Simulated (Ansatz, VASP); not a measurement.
## MgS: VASP beside Ansatz

Contents of INCAR:

```
ALGO = Normal
EDIFF = 1E-6
ENCUT = 520
GGA = PE
ISIF = 2
ISMEAR = 0
LASPH = T
LCHARG = F
LREAL = F
LWAVE = F
NBANDS = 11
NELM = 100
PREC = Accurate
SIGMA = 0.01
```

The input KPOINTS:

```
k-points
0
Gamma
  6 6 6
```

File POSCAR:

```
MgS
1.0
    0.0000000000      2.7904558440      2.7904558440
    2.7904558440      0.0000000000      2.7904558440
    2.7904558440      2.7904558440      0.0000000000
Mg S
1 1
Direct
    0.0000000000      0.0000000000      0.0000000000
    0.7500000000      0.7500000000      0.7500000000
```

Input for Ansatz:

```yaml
crystal:
  lattice:
    - [0.0, 2.790455844, 2.790455844]
    - [2.790455844, 0.0, 2.790455844]
    - [2.790455844, 2.790455844, 0.0]
  atoms:
    - { symbol: Mg, position: [0.0, 0.0, 0.0] }
    - { symbol: S, position: [0.75, 0.75, 0.75] }
kpoints:
  mp_grid: { grid: [6, 6, 6] }
hamiltonian:
  xc: pbe
scf:
  occupations: { method: fixed }
  n_extra_bands: 4
output:
  forces: true
  stress: true
  eigenvalues: true
```

Alike in both runs: task single point; functional PBE; k mesh 6 × 6 × 6; no spin polarisation.

|  | VASP | Ansatz |
| --- | --- | --- |
| version | VASP 6.6.1 | Ansatz 0.2.0 |
| potentials or method | VASP PAW PBE potentials, release 64 (Mg, S) | plane waves, PAW |
| plane-wave cutoff (eV) | 520 | 420 |
| occupations | gaussian, width 0.01 eV | fixed |
| valence electrons in the cell | 8 | 16 |

```tsv
	VASP	Ansatz	Ansatz less VASP
gap on the k mesh at the Fermi level (eV)	3.68	3.68	+0.007
pressure (GPa)	3.7	3.9	+0.15
```

The two sets of potentials don't hold the same shells in valence.

A k mesh can miss the band edges. As with any semilocal functional, this PBE gap is likely too small.
